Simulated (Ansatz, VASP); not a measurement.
Two plane-wave programs on V

Contents of INCAR:

```
PREC     = Accurate       # precision mode
ENCUT    = 520            # plane-wave cutoff, eV
EDIFF    = 1E-6           # SCF threshold, eV
ISMEAR   = 0              # smearing method
SIGMA    = 0.15           # smearing width, eV
LREAL    = False          # projectors in reciprocal space
LASPH    = True           # aspherical terms in the spheres
NELM     = 100            # most SCF steps
ALGO     = Fast           # electronic algorithm
ISIF     = 2              # what is computed and relaxed
LWAVE    = False          # write WAVECAR
LCHARG   = False          # write CHGCAR
GGA      = PS             # functional
NBANDS   = 12             # bands
```

KPOINTS

```
Automatic mesh
0
Gamma
  22 22 22
```

File POSCAR:

```
V
1.0
   -1.3919600000      1.3919600000      1.5130000000
    1.3919600000     -1.3919600000      1.5130000000
    1.3919600000      1.3919600000     -1.5130000000
V
1
Direct
    0.0000000000      0.0000000000      0.0000000000
```

Input for Ansatz:

```yaml
crystal:
  lattice:
    - [-1.39196, 1.39196, 1.513]
    - [1.39196, -1.39196, 1.513]
    - [1.39196, 1.39196, -1.513]
  atoms:
    - { symbol: V, position: [0.0, 0.0, 0.0] }
basis:
  ecutwfc: 420
kpoints:
  mp_grid: { grid: [22, 22, 22] }
hamiltonian:
  xc: pbesol
scf:
  occupations: { method: gaussian, width: 0.15 }
output:
  forces: true
  stress: true
  eigenvalues: true
```

Change from the starting cell: strain -0.080 along x and y, +0.000 along z, atoms carried along.

Alike in both runs: task single point; functional PBEsol; k mesh 22 × 22 × 22; occupations gaussian, width 0.15 eV; no spin polarisation.

|  | VASP | Ansatz |
| --- | --- | --- |
| version | VASP 6.6.1 | Ansatz 0.2.0 |
| potentials or method | VASP PAW PBE potentials, release 64 (V_sv) | scalar-relativistic, plane waves, PAW |
| plane-wave cutoff (eV) | 520 | 420 |
| valence electrons in the cell | 13 | 13 |

Ansatz gave:

- gap on the k mesh at the Fermi level (eV): none
- pressure (GPa): 24.3
- largest component of the traceless stress (GPa): 10.33

Which values does VASP return?

gap on the k mesh at the Fermi level (eV): none; pressure (GPa): 24.7; largest component of the traceless stress (GPa): 10.31.

A gap of «none» marks a metal or a gap that the smearing closes. With one functional, cell and mesh, what is left measures potentials, basis and numerics.

Caveats: so large a pressure means that the cell lies far from this level's equilibrium, or that cutoff or potentials fall short (VASP); the potentials were made for another functional, which shifts forces and pressure (VASP).
